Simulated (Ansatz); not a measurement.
## Energy, volume and coordination in Hf2H5

Level of theory: Ansatz 0.2.0, DFT PBE, scalar-relativistic, plane waves, PAW. All cells share a 420 eV cutoff and Γ-centred k meshes spaced at most about 0.3 Å⁻¹ (about 0.25 or finer for metals, 2π included). No spin polarisation.

All energies are static (0 K, no zero-point motion). Rows are sorted by volume; energies count from the lowest form computed. Coordination counts H atoms around Hf (those within 1.25 times the shortest such distance or 1.15 times the sum of covalent radii; a plus sign parts nearer from farther groups; a slash parts the counts of unlike sites). The table shows 5 of 6 forms computed.

| row | form | source | atoms | coordination | V (Å³/atom) | gap on mesh (eV) | ΔE (meV/atom) |
| --- | --- | --- | --- | --- | --- | --- | --- |
| 1 | P4/mmm | invented | 7 | Hf 8+2/8+4 | 7.7 | 0 | 13 |
| 2 | I4_1/amd | invented | 14 | Hf 11 | 7.7 | 0 | 6 |
| 3 | R3m | invented | 7 | Hf 7/11 | 8.0 | 0 | 16 |
| 4 | P-3m1 | invented | 14 | Hf 7/8 | 10.5 | 0 | 0 |
| 5 | Immm | invented | 7 | Hf 7 | 11.4 | 0 | ? |

The cell of row 5:

```cif
data_structure
_symmetry_space_group_name_H-M 'P 1'
_symmetry_Int_Tables_number 1
_cell_length_a 5.9163
_cell_length_b 5.9163
_cell_length_c 5.9163
_cell_angle_alpha 148.258
_cell_angle_beta 132.525
_cell_angle_gamma 58.242
_cell_volume 79.66
loop_
_atom_site_label
_atom_site_type_symbol
_atom_site_fract_x
_atom_site_fract_y
_atom_site_fract_z
_atom_site_occupancy
Hf1 Hf 0.81289 0.81289 0.00000 1
Hf2 Hf 0.18711 0.18711 0.00000 1
H1 H 0.59101 0.34119 0.24982 1
H2 H 0.90863 0.65881 0.24982 1
H3 H 0.09137 0.34119 0.75018 1
H4 H 0.40899 0.65881 0.75018 1
H5 H 0.00000 0.00000 0.00000 1
```

Problem. Estimate the missing energy, and say where the row ranks.

Solution. 18 meV/atom, which puts it level, within the accuracy, with row 3, the highest in the table. Counting H atoms around Hf, row 5 has Hf 7 and the lowest form (row 4) has Hf 7/8. The lowest form (row 4) holds H–H pairs as short as in free H₂ molecules (shortest 0.75 Å); in row 5 the shortest H–H distance is 2.38 Å.

An observed structure of this formula, if there is one, may be missing.

The k mesh leaves some 4 meV/atom of noise in the energy of each metallic cell. Weakly bound directions are ill-defined at this level, which has no dispersion term (P-3m1), and this can change margins and order among such cells. Spin–orbit coupling, which can matter for Hf, is left out. With hydrogen, zero-point motion can shift such differences by 10 meV/atom or more. Cells relaxed within their symmetry can be saddle points. Some structure types and database cells were kept out of the candidates from the start, so a known form may be missing.
